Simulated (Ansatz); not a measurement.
Wanted: the native input for an Ansatz 0.2.0 run.

| Quantity | Value |
| --- | --- |
| Task | single point |
| Functional | PBE |
| Potentials or basis | all-electron LAPW, scalar-relativistic |
| Cutoff | 575 eV (chosen from the basis error) |
| Basis error allowed | 0.001 eV/atom |
| k mesh | 12 × 12 × 12 |
| Occupations | fermi-dirac, width 0.05 eV |
| Spin | no spin polarisation |

Crystal: BN.

```
N B
1.0
     1.25112    0.72234    3.37293
    -1.25112    0.72234    3.37293
     0.00000   -1.44467    3.37293
N B
1 1
Direct
  0.69139 0.66011 0.64607
  0.98621 0.01287 0.01615
```

The cell is a database's computed one.

The cell isn't the ideal one: atoms moved at random, drawn with an rms of 0.05 Å.

One way to write it, as run:

input.yaml

```yaml
crystal:
  lattice:
    - [1.2511217832, 0.7223354983, 3.3729344033]
    - [-1.2511217832, 0.7223354983, 3.3729344033]
    - [0.0, -1.4446709966, 3.3729344033]
  atoms:
    - { symbol: "N", position: [0.691395, 0.660114, 0.646069] }
    - { symbol: B, position: [-0.01379, 0.012869, 0.016147] }
kpoints:
  mp_grid: { grid: [12, 12, 12] }
scf:
  occupations: { method: fermi_dirac, width: 0.05 }
hamiltonian:
  xc: pbe
  pseudopotentials: { kind: all_electron, lapw: { basis_error: 0.001 } }
output:
  forces: true
  stress: true
  eigenvalues: true
  populations: true
```

Potentials or basis: all-electron LAPW, scalar-relativistic.

Run with:

```console
$ ansatz run input.yaml --threads 1 --pin off --max-ram 3072MiB --backend cpu --events-out ev --progress --plain --runs-dir out
```

It gave:

| Item | Value |
| --- | --- |
| Pressure | 6.7 GPa |
| Largest force | 3.705 eV/Å |
| Band gap on the k mesh | 3.72 eV, indirect (least direct gap 4.59 eV) |
| Loewdin charges | N -0.38; B +0.44 e |

Run time: 4.9 min on 1 thread of AMD EPYC 7R43 64-Core Processor (Zen 3), on a shared host, peak memory 1.3 GiB.
